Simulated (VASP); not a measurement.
# SnTe (Fm-3m) in VASP: further runs

The runs below take SnTe through single point, with PBE.

Everything below comes from runs of VASP 6.6.1. Logs are shortened: lines on timing, memory, paths and dates and some standing lists are left out, and cuts for length are marked.

## (1) The structure

It takes space group Fm-3m (No. 225, cubic). Conventional cell: a = 6.302 Å, b = 6.302 Å, c = 6.302 Å, α = 90.00°, β = 90.00°, γ = 90.00°. Around Te (site symmetry m-3m) lie 6 Sn at 3.15 Å. Sn (site symmetry m-3m) has 6 Te at 3.15 Å as nearest neighbours.

## (2) Single point, PBE

File INCAR:

```
SYSTEM = SnTe
ADDGRID  = .False.      
ALGO     = Normal         ! electronic algorithm
EDIFF    = 1E-7           ! SCF threshold, eV
ENCUT    = 460            ! plane-wave cutoff, eV
GGA      = PE             ! functional
ISIF     = 2              ! what is computed and relaxed
ISMEAR   = 0              ! smearing method
LASPH    = .True.         ! aspherical terms in the spheres
LCHARG   = .False.        ! write CHGCAR
LREAL    = Auto         
LWAVE    = .False.        ! write WAVECAR
NELM     = 100            ! most SCF steps
PREC     = Accurate       ! precision mode
SIGMA    = 0.05           ! smearing width, eV
```

File KPOINTS:

```
k-points
0
Gamma
  4 4 4
  0 0 0
```

File POSCAR:

```
SnTe
1.0
    0.0000000000      3.1508500000      3.1508500000
    3.1508500000      0.0000000000      3.1508500000
    3.1508500000      3.1508500000      0.0000000000
Te Sn
1 1
Direct
    0.5000000000      0.5000000000      0.5000000000
    0.0000000000      0.0000000000      0.0000000000
```

Potentials or basis: VASP PAW PBE potentials, release 64 (Te, Sn_d).

Run with:

```console
> cat potpaw_PBE.64/Te/POTCAR potpaw_PBE.64/Sn_d/POTCAR > POTCAR
> mpirun -np 1 vasp_std > vasp.out
```

OUTCAR:

```text
SYSTEM = SnTe
   EDIFF = 1E-7
   ENCUT = 460
   GGA = PE
   ISIF = 2
   ISMEAR = 0
   LASPH = .True.
   LREAL = Auto
   NELM = 100
   PREC = Accurate

 Found      8 irreducible k-points:

 Following reciprocal coordinates:
            Coordinates               Weight
  0.000000  0.000000  0.000000      1.000000
  0.250000  0.000000  0.000000      8.000000
  0.500000  0.000000  0.000000      4.000000
  0.250000  0.250000  0.000000      6.000000
  0.500000  0.250000  0.000000     24.000000
 -0.250000  0.250000  0.000000     12.000000
   k-points           NKPTS =      8   k-points in BZ     NKDIM =      8   number of bands    NBANDS=     14
   number of dos      NEDOS =    301   number of ions     NIONS =      2
   total plane-waves  NPLWV =  32768
   dimension x,y,z NGX =    32 NGY =   32 NGZ =   32
   dimension x,y,z NGXF=    64 NGYF=   64 NGZF=   64
   ions per type =               1   1
   NGX,Y,Z   is equivalent  to a cutoff of  11.94, 11.94, 11.94 a.u.
   NGXF,Y,Z  is equivalent  to a cutoff of  23.88, 23.88, 23.88 a.u.
 SYSTEM =  SnTe
   PREC   = accura    normal or accurate (medium, high low for compatibility)
   ISTART =      0    job   : 0-new  1-cont  2-samecut
   ICHARG =      2    charge: 1-file 2-atom 10-const
   ISPIN  =      1    spin polarized calculation?
   LNONCOLLINEAR =      F non collinear calculations
   LSORBIT =      F    spin-orbit coupling
   LASPH  =      T    aspherical Exc in radial PAW
   ENCUT  =  460.0 eV  33.81 Ry    5.81 a.u.   7.79  7.79  7.79*2*pi/ulx,y,z
   NELM   =    100;   NELMIN=  2; NELMDL= -5     # of ELM steps
   EDIFF  = 0.1E-06   stopping-criterion for ELM
   LREAL  =      T    real-space projection
   EDIFFG = 0.1E-05   stopping-criterion for IOM
   NSW    =      0    number of steps for IOM
   IBRION =     -1    ionic relax: 0-MD 1-quasi-New 2-CG
   NFREE  =      0    steps in history (QN), initial steepest desc. (CG)
   ISIF   =      2    stress and relaxation
   ISYM   =      2    0-nonsym 1-usesym 2-fastsym
   POTIM  = 0.5000    time-step for ionic-motion
   TEBEG  =    0.0;   TEEND  =   0.0 temperature during run
   PSTRESS=    0.0 pullay stress
   NELECT =      20.0000    total number of electrons
   NUPDOWN=      -1.0000    fix difference up-down
   EMIN   =  10.00;   EMAX   =-10.00  energy-range for DOS
   EFERMI =   0.00;   METHOD = LEGACY
   ISMEAR =     0;   SIGMA  =   0.05  broadening in eV -4-tet -1-fermi 0-gaus
   EFERMI_NEDOS =   21; number of points for ismear=-14 and -15
   IALGO  =     38    algorithm
   IMIX   =      4    mixing-type and parameters
     AMIX     =   0.40;   BMIX     =  1.00
     AMIX_MAG =   1.60;   BMIX_MAG =  1.00
  volume/ion in A,a.u.               =      31.28       211.10
  Fermi-wavevector in a.u.,A,eV,Ry     =   1.119387  2.115336 17.048485  1.253028
  Thomas-Fermi vector in A             =   2.256026
   LORBIT       =      0    0 simple, 1 ext, 2 COOP (PROOUT), +10 PAW based schemes
   GGA     = PE    functional components
   LHFCALC =     F    Hartree Fock is set to
   AEXX    =    0.0000 exact exchange contribution
   IVDW    =     0    specifies the selected vdW correction
   LEPSILON=     F    determine dielectric tensor
   LRPA    =     F    only Hartree local field effects (RPA)
 non-spin polarized calculation
 Gauss-broadening in eV      SIGMA  =   0.05
  energy-cutoff  :      460.00
  volume of cell :       62.56
 maximum number of plane-waves:      1424
   NGX = 15   NGY = 15   NGZ = 15

 number of electron      20.0000011 magnetization

 Free energy of the ion-electron system (eV)
  ---------------------------------------------------
  ext. energy  EPLUGINS =         0.00000000
  ---------------------------------------------------
  free energy    TOTEN  =        -7.54625588 eV

  energy without entropy =       -7.54482651  energy(sigma->0) =       -7.54554120

 E-fermi :   6.9916     XC(G=0):  -9.5162

 val. band max:        6.9440662243   @ k =   0.5000   0.0000   0.0000
 cond. band min:       7.0390915900   @ k =   0.5000   0.0000   0.0000
 fundamental gap:      0.0950253657
 Fermi energy:         6.9915789072

 k-point     1 :       0.0000    0.0000    0.0000
  band No.  band energies     occupation
      1     -15.0001      2.00000
      2     -15.0001      2.00000
      3     -14.9926      2.00000
      4     -14.9926      2.00000
      5     -14.9926      2.00000
      6      -5.8777      2.00000
      7       2.2487      2.00000
      8       4.7868      2.00000
      9       4.7868      2.00000
     10       4.7868      2.00000
     11      10.2873      0.00000
     12      10.2873      0.00000
     13      10.2873      0.00000
     14      11.6917      0.00000

 k-point     2 :       0.2500    0.0000    0.0000
  band No.  band energies     occupation
      1     -15.0024      2.00000
      2     -15.0024      2.00000
      3     -14.9918      2.00000
      4     -14.9894      2.00000
      5     -14.9894      2.00000
      6      -5.3770      2.00000
      7       0.2601      2.00000
      8       4.8929      2.00000
      9       4.8929      2.00000
     10       5.9817      2.00000
     11       8.5085      0.00000
     12       8.5085      0.00000
     13       8.5746      0.00000
     14      12.0585      0.00000
[... 37 lines left out ...]
      1     -15.0109      2.00000
      2     -15.0000      2.00000
      3     -14.9924      2.00000
      4     -14.9855      2.00000
      5     -14.9841      2.00000
      6      -4.4730      2.00000
      7      -0.6847      2.00000
      8       2.8031      2.00000
      9       3.8633      2.00000
     10       4.4706      2.00000
     11       9.5752      0.00000
     12       9.5781      0.00000
     13      11.0226      0.00000
     14      11.1778      0.00000

 k-point     6 :      -0.2500    0.2500    0.0000
  band No.  band energies     occupation
      1     -15.0055      2.00000
      2     -15.0037      2.00000
      3     -14.9896      2.00000
      4     -14.9875      2.00000
      5     -14.9871      2.00000
      6      -4.7167      2.00000
      7      -0.6400      2.00000
      8       2.8367      2.00000
      9       4.9244      2.00000
     10       5.9282      2.00000
     11       7.8609      0.00000
     12       8.1078      0.00000
     13      11.0664      0.00000
     14      12.8914      0.00000

 [... further k-points ...]

------------------------ aborting loop because EDIFF is reached ----------------------------------------

  FORCE on cell =-STRESS in cart. coord.  units (eV):
  Direction    XX          YY          ZZ          XY          YZ          ZX
  --------------------------------------------------------------------------------------
  -------------------------------------------------------------------------------------
  Total        0.6171680      0.6171680      0.6171680      0.0000000      0.0000000     -0.0000000
  in kB       15.8052280     15.8052280     15.8052280      0.0000000      0.0000000     -0.0000000
  external PRESSURE =      15.8052280 kB  Pullay stress =       0.0000000 kB

 VOLUME and BASIS-vectors are now :
 -----------------------------------------------------------------------------
  energy-cutoff  :      460.00
  volume of cell :       62.56
      direct lattice vectors                 reciprocal lattice vectors
     0.000000000  3.150850000  3.150850000    -0.158687338  0.158687338  0.158687338
     3.150850000  0.000000000  3.150850000     0.158687338 -0.158687338  0.158687338
     3.150850000  3.150850000  0.000000000     0.158687338  0.158687338 -0.158687338

 POSITION                                       TOTAL-FORCE (eV/Angst)
 -----------------------------------------------------------------------------------
      3.15085      3.15085      3.15085        -0.000000      0.000000     -0.000000
      0.00000      0.00000      0.00000         0.000000     -0.000000      0.000000
 -----------------------------------------------------------------------------------
    total drift:                                0.000000     -0.000000     -0.000000

  FREE ENERGIE OF THE ION-ELECTRON SYSTEM (eV)
  ---------------------------------------------------
  free  energy   TOTEN  =        -7.5462558838 eV

  energy  without entropy=       -7.5448265128  energy(sigma->0) =       -7.54554120
```

OSZICAR:

```text
N       E                     dE             d eps       ncg     rms          rms(c)
DAV:   1     0.117247453380E+03    0.11725E+03   -0.90444E+03   230   0.147E+03
DAV:   2     0.215712506482E+01   -0.11509E+03   -0.11363E+03   242   0.372E+02
DAV:   3    -0.732821324470E+01   -0.94853E+01   -0.94653E+01   278   0.969E+01
DAV:   4    -0.758338911203E+01   -0.25518E+00   -0.25514E+00   272   0.172E+01
DAV:   5    -0.759489323368E+01   -0.11504E-01   -0.11504E-01   334   0.344E+00    0.596E+00
DAV:   6    -0.754607496430E+01    0.48818E-01   -0.12036E-01   298   0.288E+00    0.390E+00
DAV:   7    -0.754696398351E+01   -0.88902E-03   -0.55322E-02   268   0.156E+00    0.700E-01
DAV:   8    -0.754612670124E+01    0.83728E-03   -0.89018E-03   268   0.882E-01    0.212E-01
DAV:   9    -0.754626299913E+01   -0.13630E-03   -0.49320E-04   266   0.233E-01    0.924E-02
DAV:  10    -0.754625503680E+01    0.79623E-05   -0.59300E-05   284   0.857E-02    0.393E-02
DAV:  11    -0.754625610992E+01   -0.10731E-05   -0.16861E-05   242   0.417E-02    0.153E-02
DAV:  12    -0.754625588453E+01    0.22539E-06   -0.18776E-06   254   0.176E-02    0.163E-03
DAV:  13    -0.754625574553E+01    0.13900E-06   -0.97001E-08   192   0.244E-03    0.249E-03
DAV:  14    -0.754625589918E+01   -0.15365E-06   -0.10023E-08   118   0.103E-03    0.445E-04
DAV:  15    -0.754625588384E+01    0.15338E-07   -0.76885E-09   112   0.114E-03
   1 F= -.75462559E+01 E0= -.75455412E+01  d E =-.142937E-02
```

stdout:

```text
POSCAR found type information on POSCAR TeSn
 POSCAR found :  2 types and       2 ions
 scaLAPACK will be used
 -----------------------------------------------------------------------------
|                                                                             |
|                                                                             |
|     You have a (more or less) 'small supercell' and for smaller cells       |
|     it is recommended to use the reciprocal-space projection scheme!        |
|     The real-space optimization is not efficient for small cells and it     |
|     is also less accurate ...                                               |
|     Therefore, set LREAL=.FALSE. in the INCAR file.                         |
|                                                                             |
 -----------------------------------------------------------------------------

 LDA part: xc-table for (Slater+PW92), standard interpolation
 POSCAR, INCAR and KPOINTS ok, starting setup
 FFT: planning ... GRIDC
 FFT: planning ... GRID_SOFT
 FFT: planning ... GRID
 WAVECAR not read
 entering main loop
```

Run time: 7.2 s. Hardware: 1 thread of Intel Xeon Platinum 8488C (Sapphire Rapids), shared host; peak memory 0.17 GiB.

These settings aren't checked as converged: the numbers below hold their error.

What came out:

```yaml
Free_energy: -7.5463 eV
Pressure: 1.6 GPa
Band_gap_on_the_k_mesh: 0.10 eV, direct
```

Caveat: the k mesh is coarse (spacing up to 0.43 Å⁻¹), so the values aren't converged; spin-orbit coupling is left out, which moves the levels of the heavy elements.

## (3) Single point, PBE

INCAR: that of step 2 with these lines changed.

```diff
@@ -3,3 +3,3 @@
 ALGO     = Normal         ! electronic algorithm
-EDIFF    = 1E-7           ! SCF threshold, eV
+EDIFF    = 0.01           ! SCF threshold, eV
 ENCUT    = 460            ! plane-wave cutoff, eV
@@ -10,3 +10,3 @@
 LCHARG   = .False.        ! write CHGCAR
-LREAL    = Auto         
+LREAL    = .False.        ! projectors in reciprocal space
 LWAVE    = .False.        ! write WAVECAR
```

KPOINTS is that of step 2.

POSCAR is that of step 2.

Potentials or basis: VASP PAW PBE potentials, release 64 (Te, Sn_d).

Run with:

```console
> cat potpaw_PBE.64/Te/POTCAR potpaw_PBE.64/Sn_d/POTCAR > POTCAR
> mpirun -np 1 vasp_std > vasp.out
```

Wall time 3.3 s (1 thread of Intel Xeon Platinum 8488C (Sapphire Rapids), shared host); peak memory 0.17 GiB.

These settings aren't checked as converged: the numbers below hold their error.

What came out:

```
Free energy            : -7.5436 eV
Pressure               : 4.6 GPa
Band gap on the k mesh : 0.11 eV, direct
```

Caveat: the k mesh is coarse (spacing up to 0.43 Å⁻¹), so the values aren't converged; spin-orbit coupling is left out, which moves the levels of the heavy elements.

## (4) Single point, PBE

INCAR: that of step 3 with these lines changed.

```diff
@@ -3,3 +3,3 @@
 ALGO     = Normal         ! electronic algorithm
-EDIFF    = 0.01           ! SCF threshold, eV
+EDIFF    = 0.001          ! SCF threshold, eV
 ENCUT    = 460            ! plane-wave cutoff, eV
```

KPOINTS is that of step 3.

POSCAR is that of step 3.

Run with:

```console
> cat potpaw_PBE.64/Te/POTCAR potpaw_PBE.64/Sn_d/POTCAR > POTCAR
> mpirun -np 1 vasp_std > vasp.out
```

Wall time 3.7 s (1 thread of Intel Xeon Platinum 8488C (Sapphire Rapids), shared host); peak memory 0.17 GiB.

These settings aren't checked as converged: the numbers below hold their error.

Results:

* Free energy: -7.5428 eV
* Pressure: 1.6 GPa
* Band gap on the k mesh: 0.10 eV, direct

Caveat: the k mesh is coarse (spacing up to 0.43 Å⁻¹), so the values aren't converged; spin-orbit coupling is left out, which moves the levels of the heavy elements.

## (5) For comparison

An earlier run on the cell as given: functional PBE; potentials or basis VASP PAW PBE potentials, release 64 (Te, Sn_d); cutoff 520 eV; k mesh 7 × 7 × 7; occupations fermi-dirac, width 0.05 eV; no spin polarisation.

- Pressure: 2.2 GPa
